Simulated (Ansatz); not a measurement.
**AlCu₃: a phonon run with cutoff 500 eV**

The calculation used DFT PBEsol, scalar-relativistic, plane waves, PAW (Ansatz).

Launched with:
```bash
ansatz run input.yaml --threads 1 --pin off --max-ram 3072MiB --backend cpu --events-out ev --progress --plain --runs-dir out
```

Input (bare energies are in eV):
```yaml
crystal:
  lattice:
    - [0.0, 2.8840620862, 2.8840620862]
    - [2.8840620862, 0.0, 2.8840620862]
    - [2.8840620862, 2.8840620862, 0.0]
  atoms:
    - { symbol: Al, position: [0.0, 0.0, 0.0] }
    - { symbol: Cu, position: [0.5, 0.5, 0.5] }
    - { symbol: Cu, position: [0.25, 0.25, 0.25] }
    - { symbol: Cu, position: [0.75, 0.75, 0.75] }
basis:
  ecutwfc: 500
kpoints:
  mp_grid: { grid: [12, 12, 12] }
hamiltonian:
  xc: pbesol
scf:
  occupations: { method: fermi_dirac, width: 0.15 }
output:
  eigenvalues: true
phonons:
  method: dfpt
```

From the output:
```
--- Phonons (Γ-DFPT): 3 representative perturbations + reference, on 163 of 1728 k-points (Σ response iterations 9) ---
  k mesh reduced under 8 symmetry operations, with k and −k counted as one. Each operation leaves every solved displacement unchanged or reverses it
  ASR residual: 2.064e-4 → 0.000e0 eV/Å²; symmetrization residual: 2.412e-6 eV/Å²
  ASR residual per site (eV/Å²): 4.70e-6 2.06e-4 1.38e-4 1.38e-4
  Γ frequencies (cm⁻¹): 0.00 0.00 0.00 162.34 162.34 162.34 194.38 194.38 194.38 298.27 298.27 298.27
  non-analytic LO–TO correction: not included (Born effective charges unavailable; polar crystals: no LO–TO splitting at Γ)
```

Time: 2 min on 1 thread of Intel(R) Xeon(R) 6975P-C (Granite Rapids), on a shared host, peak memory 1.3 GiB.

Beside the reference run (Cutoff 420 eV, 12×12×12 k-points (Γ-centred), Fermi-Dirac smearing of 0.15 eV. No spin polarisation. Phonons by linear response, acoustic sum rule imposed.), the optical modes at Γ (cm⁻¹, by rank, those that always equal the one before left out, no LO field; i marks imaginary):
```
      setting mode 1  mode 4  mode 7
reference run     162     194     298
cutoff 500 eV     162     194     298
```

In a metal, frequencies and elastic constants depend on the k mesh and the smearing, soft modes and shear constants most.